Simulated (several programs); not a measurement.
# Many methods on one cell: Li2S (Fm-3m)

Li2S (started from an entry of an open crystallographic database), relaxed with r2SCAN in Ansatz, was computed with several methods. The symmetry is Fm-3m (No. 225, cubic); a = 5.691 Å in the conventional setting, 15.36 Å³ an atom. Around Li lie 4 S at 2.46 Å; around S lie 8 Li at 2.46 Å. Calculated for a static, non-magnetic cell.

```cif
data_structure
_symmetry_space_group_name_H-M 'Fm-3m'
_symmetry_Int_Tables_number 225
_cell_length_a 5.6906
_cell_length_b 5.6906
_cell_length_c 5.6906
_cell_angle_alpha 90.000
_cell_angle_beta 90.000
_cell_angle_gamma 90.000
_cell_volume 184.28
loop_
_atom_site_label
_atom_site_type_symbol
_atom_site_symmetry_multiplicity
_atom_site_Wyckoff_symbol
_atom_site_fract_x
_atom_site_fract_y
_atom_site_fract_z
_atom_site_occupancy
Li1 Li 8 c 0.25000 0.75000 0.75000 1
S1 S 4 a 0.00000 0.00000 0.00000 1
```

Gaps and times are for a single point on this cell; volume and bulk modulus come from each method's own relaxation or energy curve at fixed shape. Times are rough, from shared hosts (AMD EPYC 9R45 96-Core Processor; Arm Neoverse V2; NVIDIA H100 80GB HBM3), and each method has its own mesh and cell size. A dagger marks a closed or tiny gap in a crystal that DFT finds insulating: a failure of the method or a wrong SCF state. A star marks a curve whose lowest point is an end point. PM6 (MOPAC), PM7 (MOPAC), GFN1-xTB (tblite), GFN2-xTB (tblite) treat a cluster of cells at its zone centre, which samples few k points: where these miss a band edge, the gap comes out too large for that reason alone. Gaps from k meshes are read at a limited set of points (mesh, symmetry points, PBE's band edges), so each method's own least gap may be somewhat smaller. xTB and the PM methods were fitted mostly to molecules, and can miss a solid's gap by electronvolts. Minimal bases can be far off for gaps. Times of the plane-wave ladder aren't listed, since it ran on unlike processors and cards. GLLB-SC's gap includes the derivative discontinuity. G0W0 is at finite bands, cutoff and mesh. d marks a direct gap, i an indirect one (no mark: not told apart), a dash a value that wasn't computed or didn't pass its checks.

```csv
method,kind,gap (eV),own volume (Å³/atom),bulk modulus (GPa),atoms computed,processor time
PBEsol,semilocal,–,15.06,–,3,–
light PBE (260 eV and a coarse mesh),light plane-wave,3.39 i,–,–,3,0.28 s
PBE,semilocal,3.39 i,15.48,41,3,–
LDA,semilocal,3.17 i,14.38,–,3,–
r2SCAN,semilocal,3.87 i,15.36,42,3,–
PBE/single zeta (GPAW),small basis,3.57 d,–,–,3,2.4 s
GLLB-SC (GPAW),model potential,6.02,–,–,3,3.1 s
GFN1-xTB (tblite),tight binding,0.18†,16.05,41,cluster,4.2 s
PM6 (MOPAC),semi-empirical,9.63,–,–,cluster,4.5 s
PM7 (MOPAC),semi-empirical,6.80,–,–,cluster,4.8 s
GFN2-xTB (tblite),tight binding,0.00†,17.11*,30*,cluster,6.7 s
PBE/SZV (CP2K),small basis,2.27 d,15.87,40,3,13 s
G0W0@LDA (140 eV screening cutoff),many-body,4.90,–,–,3,–
PBE/DZVP (CP2K),small basis,3.78 i,15.68,41,3,32 s
PBE0,hybrid,5.03 i,–,–,3,–
HSE06,hybrid,4.34 i,15.21,–,3,–
DDH-PBE0,hybrid,5.08 i,–,–,3,–
r2SCAN0,hybrid,5.31 i,–,–,3,–
Hartree-Fock,exact exchange,10.46 i,–,–,3,–
G0W0@PBE (260 eV screening cutoff),many-body,5.11,–,–,3,–
G0W0@r2SCAN (180 eV screening cutoff),many-body,5.35,–,–,3,–
G0W0@HSE06 (180 eV screening cutoff),many-body,5.52,–,–,3,–
G0W0@PBE0 (180 eV screening cutoff),many-body,5.73,–,–,3,–
```

Against HSE06 (4.34 eV) and with closed or daggered gaps left aside, the nearest gap at the points sampled is that of r2SCAN (-0.47 eV) and the farthest that of Hartree-Fock (+6.12 eV). HSE06 is only a yardstick of convenience: for gaps this wide it usually falls short of measured ones, so a larger value can be the better one.

Volumes against r2SCAN's: PBEsol -1.9 %, PBE +0.8 %, LDA -6.4 %, GFN1-xTB (tblite) +4.5 %, PBE/SZV (CP2K) +3.4 %, PBE/DZVP (CP2K) +2.1 %, HSE06 -0.9 %.
